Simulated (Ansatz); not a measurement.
Input for Ansatz (plane-wave DFT, PAW):

```yaml
crystal:
  lattice:
    - [3.1417751843, 0.0, 0.0]
    - [-1.5708875922, 2.7208571226, 0.0]
    - [0.0, 0.0, 17.9549312021]
  atoms:
    - { symbol: Mn, position: [0.0, 0.0, 0.0], spin: 4.44 }
    - { symbol: O, position: [0.6666666667, 0.3333333333, 0.0714285714], spin: 0.25 }
    - { symbol: Mn, position: [0.3333333333, 0.6666666667, 0.1428571429], spin: 4.44 }
    - { symbol: O, position: [0.0, 0.0, 0.2142857143], spin: 0.25 }
    - { symbol: Mn, position: [0.6666666667, 0.3333333333, 0.2857142857], spin: 4.44 }
    - { symbol: O, position: [0.0, 0.0, 0.3571428571], spin: 0.25 }
    - { symbol: Mn, position: [0.3333333333, 0.6666666667, 0.4285714286], spin: 4.44 }
    - { symbol: O, position: [0.6666666667, 0.3333333333, 0.5], spin: 0.25 }
    - { symbol: Mn, position: [0.0, 0.0, 0.5714285714], spin: 4.44 }
    - { symbol: O, position: [0.3333333333, 0.6666666667, 0.6428571429], spin: 0.25 }
    - { symbol: Mn, position: [0.6666666667, 0.3333333333, 0.7142857143], spin: 4.44 }
    - { symbol: O, position: [0.0, 0.0, 0.7857142857], spin: 0.25 }
    - { symbol: Mn, position: [0.3333333333, 0.6666666667, 0.8571428571], spin: 4.44 }
    - { symbol: O, position: [0.6666666667, 0.3333333333, 0.9285714286], spin: 0.25 }
basis:
  ecutwfc: 420
kpoints:
  mp_grid: { grid: [15, 15, 3] }
hamiltonian:
  xc: pbe
scf:
  occupations: { method: gaussian, width: 0.1 }
  lower_state_search: "off"
output:
  forces: true
  stress: true
  eigenvalues: true
  populations: true
  write_density: true
  write_potential: true
  elf: true
  volumetric_format: npy
magnetization:
  spin_polarized: true
relax:
  adjacent_minimum: "off"
  f_tol: 0.01
  max_steps: 45
  cell: { stress_tol: 0.05 }
```

Launched with
```bash
ansatz run input.yaml --threads 2 --pin off --max-ram 4096MiB --backend cpu --events-out ev --progress --plain --runs-dir out
```

All numbers below come from Ansatz 0.2.0, DFT PBE, scalar-relativistic, plane waves, PAW.

From the run's log, abridged:

```
Pseudopotentials: kind: paw
Pseudopotential: Mn, paw, valence charge 15, recommended cutoff 420 eV (normal)
Pseudopotential: O, paw, valence charge 6, recommended cutoff 420 eV (normal)
Functional definition: PBE
Crystal: 14 atoms, lattice volume = 153.485 Å³
Basis set: ecut = 420 eV, 2977 PW (Γ), exchange–correlation on 48×48×250 points (8 copies of the dense FFT grid, shifted against one another)
Bands: 108, of which v1, the nominal top of the filled ones, is band 74 counted from 1 (73 counted from 0)
Symmetry: 12 space group operations
Space group: P-3m1 (ITA 164), of the structure as read, at distance tolerance 5.4e-5 Å
Magnetic group: BNS 164.85 (UNI 1315), of the structure as read, at distance tolerance 5.4e-5 Å
k-points: 73 of 675
Initial density: superposition of atomic densities (chi_scale 0.1, normalization cell, long waves kept (reshape's long-wave potential 0.00 eV rms))
Starting moments: Σ|m| = 32.83 μB on 14 of 14 sites
Initial wavefunctions: pseudopotential atomic-orbital guess
Functional: x = pbe(κ = 0.804, μ = 0.21951497), c = pbe(β = 0.06672455)
SCF iter   1: F=—  HF=-31277.172056 eV  |F-HF|=—  |Δ(HF+E_count)|=         —  Δρ=1.93e-1 (↑1.22e-1 ↓1.93e-1) dr2=1.38e2  dr2_m=3.15e0  M=26.760 μB ∫|m|=26.760 μB  β_m=0.30  ethr=3.10e-3  ⟨swp⟩=4.7  Hψ=47769  notcnv=0  defer=196
spin=Collinear: Kerker preconditioning applied to the charge; magnetization (m = ρ↑ − ρ↓) channel mixes plain (no charge-response kernel on spin).
SCF iter   2: F=—  HF=-31261.360173 eV  |F-HF|=—  |Δ(HF+E_count)|=    1.58e1  Δρ=4.59e-2 (↑4.59e-2 ↓2.75e-2) dr2=3.90e0  dr2_m=1.09e0  M=32.651 μB ∫|m|=32.651 μB  β_m=0.30  ethr=3.10e-3  ⟨swp⟩=3.2  Hψ=34472  notcnv=0  defer=2015
SCF iter   3: F=—  HF=-31261.850501 eV  |F-HF|=—  |Δ(HF+E_count)|=   4.90e-1  Δρ=3.22e-2 (↑3.22e-2 ↓1.83e-2) dr2=1.65e0  dr2_m=5.67e-1  M=32.723 μB ∫|m|=32.723 μB  β_m=0.30  ethr=2.65e-3  ⟨swp⟩=2.2  Hψ=21401  notcnv=0  defer=1870
SCF iter   4: F=—  HF=-31262.051701 eV  |F-HF|=—  |Δ(HF+E_count)|=   2.01e-1  Δρ=1.61e-2 (↑1.61e-2 ↓1.27e-2) dr2=4.44e-1  dr2_m=2.18e-1  M=32.572 μB ∫|m|=32.572 μB  β_m=0.30  ethr=1.12e-3  ⟨swp⟩=2.1  Hψ=24845  notcnv=0  defer=1856
SCF iter   5: F=—  HF=-31262.312571 eV  |F-HF|=—  |Δ(HF+E_count)|=   2.61e-1  Δρ=1.13e-2 (↑1.13e-2 ↓1.12e-2) dr2=8.90e-2  dr2_m=1.38e-1  M=32.771 μB ∫|m|=32.771 μB  β_m=0.30  ethr=3.02e-4  ⟨swp⟩=1.5  Hψ=18521  notcnv=0  defer=1855
Mixer restart at iter 5: flushing history
spin-set hold released at iteration 5 (site moments contracting): the magnetisation degrees of freedom join the quasi-Newton model from the next iteration; the mixer history was flushed
SCF iter   6: F=—  HF=-31262.466175 eV  |F-HF|=—  |Δ(HF+E_count)|=   1.54e-1  Δρ=9.39e-3 (↑8.80e-3 ↓9.39e-3) dr2=8.57e-2  dr2_m=9.43e-2  M=32.949 μB ∫|m|=32.949 μB  β_m=0.65  ethr=6.05e-5  ⟨swp⟩=1.5  Hψ=16736  notcnv=0  defer=1847
SCF iter   7: F=—  HF=-31262.666100 eV  |F-HF|=—  |Δ(HF+E_count)|=   2.00e-1  Δρ=6.49e-3 (↑6.49e-3 ↓2.63e-3) dr2=3.39e-1  dr2_m=1.10e-2  M=33.297 μB ∫|m|=33.297 μB  β_m=0.60  ethr=5.83e-5  ⟨swp⟩=2.1  Hψ=28591  notcnv=0  defer=1844
SCF iter   8: F=—  HF=-31262.661045 eV  |F-HF|=—  |Δ(HF+E_count)|=   5.05e-3  Δρ=2.36e-3 (↑2.36e-3 ↓1.25e-3) dr2=6.38e-2  dr2_m=1.41e-3  M=33.354 μB ∫|m|=33.354 μB  β_m=0.61  ethr=5.83e-5  ⟨swp⟩=2.0  Hψ=18945  notcnv=0  defer=1844
SCF iter   9: F=—  HF=-31262.661604 eV  |F-HF|=—  |Δ(HF+E_count)|=   5.58e-4  Δρ=1.11e-3 (↑1.11e-3 ↓8.30e-4) dr2=1.34e-2  dr2_m=4.33e-4  M=33.381 μB ∫|m|=33.381 μB  β_m=0.64  ethr=4.34e-5  ⟨swp⟩=1.5  Hψ=15760  notcnv=0  defer=1840
SCF iter  10: F=—  HF=-31262.662000 eV  |F-HF|=—  |Δ(HF+E_count)|=   3.96e-4  Δρ=6.10e-4 (↑6.10e-4 ↓3.23e-4) dr2=5.36e-3  dr2_m=7.68e-5  M=33.383 μB ∫|m|=33.383 μB  β_m=0.64  ethr=9.12e-6  ⟨swp⟩=1.2  Hψ=14204  notcnv=0  defer=1840
SCF iter  11: F=—  HF=-31262.662139 eV  |F-HF|=—  |Δ(HF+E_count)|=   1.39e-4  Δρ=2.89e-4 (↑2.89e-4 ↓1.63e-4) dr2=1.22e-3  dr2_m=2.40e-5  M=33.389 μB ∫|m|=33.389 μB  β_m=0.62  ethr=3.65e-6  ⟨swp⟩=1.0  Hψ=14194  notcnv=0  defer=1840
SCF iter  12: F=—  HF=-31262.662146 eV  |F-HF|=—  |Δ(HF+E_count)|=   7.32e-6  Δρ=1.18e-4 (↑1.18e-4 ↓7.94e-5) dr2=1.20e-4  dr2_m=8.88e-6  M=33.390 μB ∫|m|=33.390 μB  β_m=0.58  ethr=8.32e-7  ⟨swp⟩=1.2  Hψ=13961  notcnv=0  defer=1840
SCF iter  13: F=—  HF=-31262.662144 eV  |F-HF|=—  |Δ(HF+E_count)|=   2.63e-6  Δρ=4.77e-5 (↑4.77e-5 ↓2.37e-5) dr2=4.31e-5  dr2_m=5.91e-7  M=33.389 μB ∫|m|=33.389 μB  β_m=0.65  ethr=8.16e-8  ⟨swp⟩=1.0  Hψ=14038  notcnv=0  defer=1840
SCF iter  14: F=—  HF=-31262.661878 eV  |F-HF|=—  |Δ(HF+E_count)|=   2.66e-4  Δρ=3.34e-5 (↑3.34e-5 ↓1.64e-5) dr2=1.82e-5  dr2_m=2.16e-7  M=33.389 μB ∫|m|=33.389 μB  β_m=0.63  ethr=2.93e-8  ⟨swp⟩=1.2  Hψ=14444  notcnv=0  defer=1840
SCF iter  15: F=—  HF=-31262.661878 eV  |F-HF|=—  |Δ(HF+E_count)|=   3.00e-7  Δρ=1.93e-5 (↑1.93e-5 ↓1.19e-5) dr2=5.19e-6  dr2_m=5.69e-8  M=33.389 μB ∫|m|=33.389 μB  β_m=0.56  ethr=1.24e-8  ⟨swp⟩=1.2  Hψ=13965  notcnv=0  defer=1840
SCF iter  16: F=—  HF=-31262.661877 eV  |F-HF|=—  |Δ(HF+E_count)|=   2.87e-7  Δρ=7.80e-6 (↑7.80e-6 ↓5.19e-6) dr2=3.39e-7  dr2_m=2.20e-8  M=33.389 μB ∫|m|=33.389 μB  β_m=0.72  ethr=3.53e-9  ⟨swp⟩=1.2  Hψ=13985  notcnv=0  defer=1840
SCF iter  17: F=—  HF=-31262.661877 eV  |F-HF|=—  |Δ(HF+E_count)|=   1.04e-7  Δρ=1.08e-5 (↑1.08e-5 ↓3.65e-6) dr2=2.21e-6  dr2_m=2.58e-8  M=33.389 μB ∫|m|=33.389 μB  β_m=0.72  ethr=6.80e-11  ⟨swp⟩=12.3  Hψ=100660  notcnv=0
SCF iter  18: F=—  HF=-31262.661877 eV  |F-HF|=—  |Δ(HF+E_count)|=   4.51e-8  Δρ=5.18e-6 (↑5.18e-6 ↓1.85e-6) dr2=1.67e-7  dr2_m=6.10e-9  M=33.389 μB ∫|m|=33.389 μB  β_m=0.62  ethr=2.30e-10  ⟨swp⟩=1.8  Hψ=16269  notcnv=0
SCF iter  19: F=-31262.661877 eV  HF=-31262.661877 eV  |F-HF|=5.89e-9  |Δ(HF+E_count)|=   2.39e-9  Δρ=1.48e-6 (↑1.48e-6 ↓9.90e-7) dr2=9.80e-9  dr2_m=6.22e-10  M=33.389 μB ∫|m|=33.389 μB  ethr=6.80e-11  ⟨swp⟩=6.5  Hψ=69359  notcnv=0
SCF 1 converged in 19 iterations: F = -31262.661877 eV  dr2 = 9.80e-9
relax step   1: F+E_penalty+E_count = -31262.66187734 eV  Δ(F+E_penalty+E_count) = +0.000e0 eV  max|allowed force component| = 8.646e-1 eV/Å  Δτ_max = 0.0000 Å  P = +0.405 GPa  Ω = 153.485 Å³  (19 SCF iters, dr2 threshold 1.00e-7 eV, accepted)
Crystal: 14 atoms, lattice volume = 153.528 Å³
Initial density: handed on by an earlier stage of this run
Starting moments: Σ|m| = 32.83 μB on 14 of 14 sites; this step starts from the density that it was given
Initial wavefunctions: those handed on with the density
SCF iter   1: F=—  HF=-31262.814740 eV  |F-HF|=—  |Δ(HF+E_count)|=         —  Δρ=8.73e-3 (↑8.73e-3 ↓7.14e-3) dr2=1.56e0  dr2_m=2.57e-2  M=33.102 μB ∫|m|=33.102 μB  β_m=0.30  ethr=1.06e-3  ⟨swp⟩=2.2  Hψ=66249  notcnv=0
spin=Collinear: Kerker preconditioning applied to the charge; magnetization (m = ρ↑ − ρ↓) channel mixes plain (no charge-response kernel on spin).
   ...
SCF iter   8: F=—  HF=-31262.829501 eV  |F-HF|=—  |Δ(HF+E_count)|=  8.73e-11  Δρ=2.18e-7 (↑2.18e-7 ↓1.06e-7) dr2=1.02e-9  dr2_m=9.04e-12  M=33.211 μB ∫|m|=33.211 μB  β_m=0.52  ethr=2.04e-12  ⟨swp⟩=1.0  Hψ=15768  notcnv=0
SCF iter   9: F=—  HF=-31262.829501 eV  |F-HF|=—  |Δ(HF+E_count)|=  1.46e-11  Δρ=8.48e-8 (↑8.48e-8 ↓4.95e-8) dr2=2.37e-10  dr2_m=1.63e-12  M=33.211 μB ∫|m|=33.211 μB  β_m=0.50  ethr=1.00e-12  ⟨swp⟩=1.0  Hψ=15768  notcnv=0
SCF iter  10: F=-31262.829501 eV  HF=-31262.829501 eV  |F-HF|=1.02e-10  |Δ(HF+E_count)|=  7.28e-12  Δρ=6.12e-8 (↑6.12e-8 ↓2.90e-8) dr2=1.09e-10  dr2_m=8.57e-13  M=33.211 μB ∫|m|=33.211 μB  ethr=1.00e-12  ⟨swp⟩=4.0  Hψ=48557  notcnv=0
SCF 6 converged in 10 iterations: F = -31262.829501 eV  dr2 = 1.09e-10
Crystal: 14 atoms, lattice volume = 153.334 Å³
SCF iter   1: F=—  HF=-31262.829890 eV  |F-HF|=—  |Δ(HF+E_count)|=         —  Δρ=2.56e-4 (↑2.56e-4 ↓1.03e-4) dr2=8.86e-4  dr2_m=2.01e-5  M=33.211 μB ∫|m|=33.211 μB  β_m=0.30  ethr=6.00e-7  ⟨swp⟩=2.6  Hψ=55509  notcnv=0
spin=Collinear: Kerker preconditioning applied to the charge; magnetization (m = ρ↑ − ρ↓) channel mixes plain (no charge-response kernel on spin).
SCF iter   2: F=—  HF=-31262.829893 eV  |F-HF|=—  |Δ(HF+E_count)|=   3.20e-6  Δρ=1.01e-4 (↑1.01e-4 ↓8.01e-5) dr2=2.70e-5  dr2_m=2.80e-6  M=33.211 μB ∫|m|=33.211 μB  β_m=0.28  ethr=6.00e-7  ⟨swp⟩=1.0  Hψ=15768  notcnv=0
SCF iter   3: F=—  HF=-31262.829575 eV  |F-HF|=—  |Δ(HF+E_count)|=   3.19e-4  Δρ=6.07e-5 (↑6.07e-5 ↓5.53e-5) dr2=6.26e-5  dr2_m=1.54e-6  M=33.211 μB ∫|m|=33.211 μB  β_m=0.28  ethr=1.84e-8  ⟨swp⟩=1.6  Hψ=17148  notcnv=0
SCF iter   4: F=—  HF=-31262.829575 eV  |F-HF|=—  |Δ(HF+E_count)|=   1.03e-8  Δρ=2.18e-5 (↑2.18e-5 ↓1.64e-5) dr2=5.36e-6  dr2_m=1.33e-7  M=33.211 μB ∫|m|=33.211 μB  β_m=0.38  ethr=1.84e-8  ⟨swp⟩=1.4  Hψ=16627  notcnv=0
SCF iter   5: F=—  HF=-31262.829575 eV  |F-HF|=—  |Δ(HF+E_count)|=   9.99e-9  Δρ=1.14e-5 (↑1.07e-5 ↓1.14e-5) dr2=7.09e-6  dr2_m=3.27e-8  M=33.211 μB ∫|m|=33.211 μB  β_m=0.44  ethr=3.65e-9  ⟨swp⟩=1.0  Hψ=15771  notcnv=0
SCF iter   6: F=—  HF=-31262.829574 eV  |F-HF|=—  |Δ(HF+E_count)|=   1.71e-7  Δρ=7.71e-6 (↑7.71e-6 ↓4.32e-6) dr2=2.18e-6  dr2_m=1.28e-8  M=33.211 μB ∫|m|=33.211 μB  β_m=0.42  ethr=3.65e-9  ⟨swp⟩=1.0  Hψ=15768  notcnv=0
SCF iter   7: F=—  HF=-31262.829574 eV  |F-HF|=—  |Δ(HF+E_count)|=   2.60e-8  Δρ=4.19e-6 (↑4.19e-6 ↓3.25e-6) dr2=6.71e-7  dr2_m=3.56e-9  M=33.211 μB ∫|m|=33.211 μB  β_m=0.48  ethr=1.48e-9  ⟨swp⟩=1.0  Hψ=15768  notcnv=0
SCF iter   8: F=—  HF=-31262.829574 eV  |F-HF|=—  |Δ(HF+E_count)|=   4.05e-9  Δρ=1.95e-6 (↑1.95e-6 ↓1.16e-6) dr2=6.73e-8  dr2_m=8.51e-10  M=33.211 μB ∫|m|=33.211 μB  β_m=0.51  ethr=4.56e-10  ⟨swp⟩=1.0  Hψ=15768  notcnv=0
SCF iter   9: F=-31262.829574 eV  HF=-31262.829574 eV  |F-HF|=1.28e-8  |Δ(HF+E_count)|=  2.76e-10  Δρ=1.42e-6 (↑1.42e-6 ↓4.62e-7) dr2=1.44e-8  dr2_m=5.84e-10  M=33.211 μB ∫|m|=33.211 μB  ethr=3.13e-11  ⟨swp⟩=5.9  Hψ=62468  notcnv=0
SCF 7 converged in 9 iterations: F = -31262.829574 eV  dr2 = 1.44e-8
relax step   7: F+E_penalty+E_count = -31262.82957441 eV  Δ(F+E_penalty+E_count) = -7.369e-5 eV  max|allowed force component| = 3.742e-4 eV/Å  Δτ_max = 0.0010 Å  P = -0.003 GPa  Ω = 153.334 Å³  energy of the carried Pulay correction = -6.217e-6 eV  (9 SCF iters, dr2 threshold 4.60e-8 eV, accepted)
SCF iter   1: F=—  HF=-31262.829836 eV  |F-HF|=—  |Δ(HF+E_count)|=         —  Δρ=2.05e-5 (↑2.05e-5 ↓1.79e-5) dr2=7.24e-8  dr2_m=3.45e-9  M=33.211 μB ∫|m|=33.211 μB  β_m=0.30  ethr=1.78e-8  ⟨swp⟩=3.0  Hψ=95432  notcnv=0
spin=Collinear: Kerker preconditioning applied to the charge; magnetization (m = ρ↑ − ρ↓) channel mixes plain (no charge-response kernel on spin).
SCF iter   2: F=—  HF=-31262.829536 eV  |F-HF|=—  |Δ(HF+E_count)|=   3.01e-4  Δρ=1.44e-5 (↑1.44e-5 ↓1.26e-5) dr2=2.86e-8  dr2_m=1.41e-9  M=33.211 μB ∫|m|=33.211 μB  β_m=0.58  ethr=4.93e-11  ⟨swp⟩=2.0  Hψ=24217  notcnv=0
SCF iter   3: F=—  HF=-31262.829542 eV  |F-HF|=—  |Δ(HF+E_count)|=   6.56e-6  Δρ=5.47e-6 (↑5.47e-6 ↓4.56e-6) dr2=4.15e-8  dr2_m=9.96e-10  M=33.211 μB ∫|m|=33.211 μB  β_m=0.69  ethr=1.95e-11  ⟨swp⟩=2.1  Hψ=22275  notcnv=0
SCF iter   4: F=—  HF=-31262.829543 eV  |F-HF|=—  |Δ(HF+E_count)|=   9.65e-7  Δρ=4.53e-7 (↑4.53e-7 ↓2.82e-7) dr2=7.83e-10  dr2_m=2.73e-11  M=33.211 μB ∫|m|=33.211 μB  β_m=0.57  ethr=1.95e-11  ⟨swp⟩=1.6  Hψ=17382  notcnv=0
SCF iter   5: F=—  HF=-31262.829543 eV  |F-HF|=—  |Δ(HF+E_count)|=   7.26e-9  Δρ=1.49e-7 (↑1.49e-7 ↓1.12e-7) dr2=2.35e-10  dr2_m=5.23e-12  M=33.211 μB ∫|m|=33.211 μB  β_m=0.74  ethr=1.00e-12  ⟨swp⟩=1.6  Hψ=18063  notcnv=0
SCF iter   6: F=-31262.829543 eV  HF=-31262.829543 eV  |F-HF|=9.82e-11  |Δ(HF+E_count)|=  8.00e-11  Δρ=1.25e-7 (↑1.25e-7 ↓8.70e-8) dr2=1.00e-10  dr2_m=1.90e-12  M=33.211 μB ∫|m|=33.211 μB  ethr=1.00e-12  ⟨swp⟩=5.1  Hψ=54221  notcnv=0
SCF 8 converged in 6 iterations: F = -31262.829543 eV  dr2 = 1.00e-10
SCF converged after 6 iterations
Magnetization: 33.2111 μB (90.1056 up, 56.8944 down)
Absolute magnetization: 33.2111 μB (∫|ρ↑−ρ↓|, with the PAW one-centre terms)
Spin contamination: 0.0896 ħ² per cell (⟨S²⟩ above its minimum at these occupations)
Per-site moments (μB) at R_I (Å): [(4.06710673, 0.92899580), (0.23639647, 0.90824737), (4.02343045, 0.90824737), (0.23639647, 0.90824737), (4.06710673, 0.92899580), (0.23409936, 0.89629264), (3.97532512, 0.89629264), (0.21644259, 0.90563692), (3.97597296, 0.90563692), (0.21605136, 0.91277953), (3.97597296, 0.90563692), (0.21644259, 0.90563692), (3.97532512, 0.89629264), (0.23409936, 0.89629264)]
Free energy (F): -31262.829543 eV
Harris-Foulkes:  -31262.829543 eV  (|F-HF|=9.82e-11)
Internal energy: -31262.791943 eV  (E = F + TS)
E sigma→0 (E₀):  -31262.810743 eV
Entropy (-TS):   -0.037600 eV (-2.686 meV/atom)
Fermi energy:    13.388093 eV
--- Per-component energies (eV) ---
  E_band       = -1729.614253
  E_kinetic    = 3318.550260
  E_local      = -15632.358537  (includes V_loc(G=0)·N_el)
  E_nonlocal   = 2116.134116
  E_hartree    = 6270.062394
  E_xc         = -1291.983746
  E_vxc        = -1650.519525  (∫ρ·V_xc dr)
  E_paw        = -10260.129398  (= ΣΔE_a)
  E_vpaw       = -2421.562549  (= ΣTr[D̂ρ^β])
  E_aug_tail   = 0.016803  (compensation charges beyond the density's cutoff)
  E_ewald      = -15783.083835
  E_smearing   = -0.037600  (= −TS)
--- Forces (eV/Å), atoms counted from 1 ---
  atom   1  Mn     0.00000000     0.00000000    -0.00028172
  atom   2  O      0.00000000     0.00000000     0.00034317
  atom   3  Mn     0.00000000     0.00000000     0.00000000
  atom   4  O      0.00000000     0.00000000    -0.00034317
  atom   5  Mn     0.00000000     0.00000000     0.00028172
  atom   6  O      0.00000000     0.00000000    -0.00037030
  atom   7  Mn     0.00000000     0.00000000     0.00020522
  atom   8  O      0.00000000     0.00000000    -0.00044899
  atom   9  Mn     0.00000000     0.00000000    -0.00004793
  atom  10  O      0.00000000     0.00000000     0.00000000
  atom  11  Mn     0.00000000     0.00000000     0.00004793
  atom  12  O      0.00000000     0.00000000     0.00044899
  atom  13  Mn     0.00000000     0.00000000    -0.00020522
  atom  14  O      0.00000000     0.00000000     0.00037030
--- Stress (GPa, compression-positive) ---
       -0.004389       0.000000       0.000000
        0.000000      -0.004389       0.000000
        0.000000       0.000000       0.000822
  P = ⅓ Tr σ = -0.0027 GPa (-0.027 kbar)
--- Band table (eV; the first three rows and the last of 146) ---
  k-point 0 ↑: bands = ["-68.2825", "-68.2792", "-68.1782", "-68.1781", "-68.1631", "-68.1631", "-68.0366", "-37.0684", "-37.0365", "-37.0270", "-37.0270", "-37.0231", "-37.0231", "-36.9578", "-36.9561", "-36.9256", "-36.9251", "-36.9219", "-36.9219", "-36.9219", "-36.9219", "-36.9055", "-36.9055", "-36.9055", "-36.9055", "-36.8075", "-36.7772", "-36.7772", "-6.9691", "-6.7205", "-6.6382", "-6.3169", "-6.2576", "-5.9805", "-5.8219", "5.1469", "5.2703", "6.3249", "6.4009", "7.3125", "7.3125", "7.6411", "7.6411", "7.8825", "7.8825", "8.0901", "8.0901", "8.1984", "8.2012", "8.7152", "8.7152", "8.9043", "8.9043", "9.4139", "9.4139", "9.6779", "10.1385", "10.2343", "10.2343", "10.5065", "10.5065" ...
  k-point 1 ↑: bands = ["-68.2825", "-68.2792", "-68.1782", "-68.1781", "-68.1631", "-68.1631", "-68.0366", "-37.0684", "-37.0365", "-37.0270", "-37.0270", "-37.0231", "-37.0231", "-36.9580", "-36.9559", "-36.9260", "-36.9248", "-36.9219", "-36.9219", "-36.9219", "-36.9219", "-36.9055", "-36.9055", "-36.9055", "-36.9055", "-36.8075", "-36.7772", "-36.7772", "-6.9665", "-6.7544", "-6.5620", "-6.4329", "-6.1482", "-6.0287", "-5.8121", "5.0586", "5.4894", "5.8741", "6.9296", "7.3115", "7.3115", "7.5542", "7.6567", "7.6567", "7.8379", "7.8379", "8.1424", "8.1424", "8.6307", "8.6307", "8.8323", "8.9991", "8.9991", "9.3712", "9.3712", "9.3870", "10.2573", "10.2573", "10.2580", "10.4513", "10.4513" ...
  k-point 2 ↑: bands = ["-68.2822", "-68.2790", "-68.1779", "-68.1779", "-68.1629", "-68.1629", "-68.0364", "-37.0677", "-37.0369", "-37.0288", "-37.0277", "-37.0254", "-37.0235", "-36.9572", "-36.9556", "-36.9266", "-36.9260", "-36.9232", "-36.9231", "-36.9225", "-36.9224", "-36.9077", "-36.9077", "-36.9060", "-36.9060", "-36.8073", "-36.7796", "-36.7778", "-6.9350", "-6.6911", "-6.6091", "-6.2971", "-6.2417", "-5.9730", "-5.8125", "5.2093", "5.3278", "6.3144", "6.4084", "7.2948", "7.3272", "7.6263", "7.6538", "7.7258", "7.8408", "7.8854", "8.0897", "8.1450", "8.3485", "8.6559", "8.6729", "8.7190", "8.8696", "9.1151", "9.2655", "9.5464", "10.1681", "10.2349", "10.2963", "10.3533", "10.4814" ...
  k-point 72 ↓: bands = ["-63.5657", "-63.5657", "-63.4242", "-63.4242", "-63.4231", "-63.4231", "-63.2668", "-32.4603", "-32.4574", "-32.4574", "-32.4466", "-32.4228", "-32.4228", "-32.3258", "-32.3258", "-32.3225", "-32.3217", "-32.3116", "-32.3116", "-32.3085", "-32.3085", "-32.2839", "-32.2838", "-32.2489", "-32.2489", "-32.1514", "-32.1514", "-32.1299", "-5.6261", "-5.5363", "-5.5363", "-5.3959", "-5.3959", "-5.1461", "-5.1461", "6.9585", "6.9585", "7.0418", "7.1735", "7.2578", "7.2578", "7.4012", "7.5222", "7.5222", "7.7975", "7.7975", "7.8026", "7.9399", "8.0999", "8.0999", "8.1198", "8.3799", "8.4435", "8.4435", "9.2281", "9.2281", "14.0127", "14.1081", "14.5181", "14.5181", "14.5506 ...
--- Relaxed structure (6 steps of the walk, 6 accepted, 2 SCFs on fresh bases) ---
  F+E_penalty+E_count = -31262.82954313 eV   max|allowed force component| = 4.490e-4 eV/Å   (the final SCF, on the basis selected at the relaxed cell)
  cell:  # Å, volume = 153.3339 Å³
    - [3.11338444, 0.0, 0.0]
    - [-1.55669222, 2.69627002, 0.0]
    - [0.0, 0.0, 18.26593634]
  atoms:
    - { symbol: Mn, position: [0.0, 0.0, -0.00103902] }
    - { symbol: O, position: [0.66666666, 0.33333333, 0.07324220] }
    - { symbol: Mn, position: [0.33333333, 0.66666666, 0.14285714] }
    - { symbol: O, position: [0.0, 0.0, 0.21247208] }
    - { symbol: Mn, position: [0.66666666, 0.33333333, 0.28675330] }
    - { symbol: O, position: [0.0, 0.0, 0.36359625] }
    - { symbol: Mn, position: [0.33333333, 0.66666666, 0.43042624] }
    - { symbol: O, position: [0.66666666, 0.33333333, 0.50319248] }
    - { symbol: Mn, position: [0.0, 0.0, 0.57220577] }
    - { symbol: O, position: [0.33333333, 0.66666666, 0.64285714] }
    - { symbol: Mn, position: [0.66666666, 0.33333333, 0.71350850] }
    - { symbol: O, position: [0.0, 0.0, 0.78252180] }
    - { symbol: Mn, position: [0.33333333, 0.66666666, 0.85528803] }
    - { symbol: O, position: [0.66666666, 0.33333333, 0.92211803] }
--- Löwdin populations: 14 sites ---
  site symbol q [e]    m [muB]
     0     Mn     13.8962     4.5093
     1      O      7.0190     0.2923
     2     Mn     13.8384     4.4478
     3      O      7.0190     0.2923
     4     Mn     13.8962     4.5093
     5      O      7.0161     0.2928
     6     Mn     13.8496     4.4255
     7      O      7.0117     0.2646
     8     Mn     13.8542     4.4093
     9      O      7.0098     0.2629
    10     Mn     13.8542     4.4093
    11      O      7.0117     0.2646
    12     Mn     13.8496     4.4255
    13      O      7.0161     0.2928
  spilling = 0.005839 (of n_electrons = 147.000000)
```

The relaxation met its thresholds.

The run took 7.8 min on 2 threads of Intel(R) Xeon(R) 6975P-C (Granite Rapids), with other jobs on the host, peak memory 1.7 GiB.

Moments started parallel, and an antiferromagnetic order may lie lower.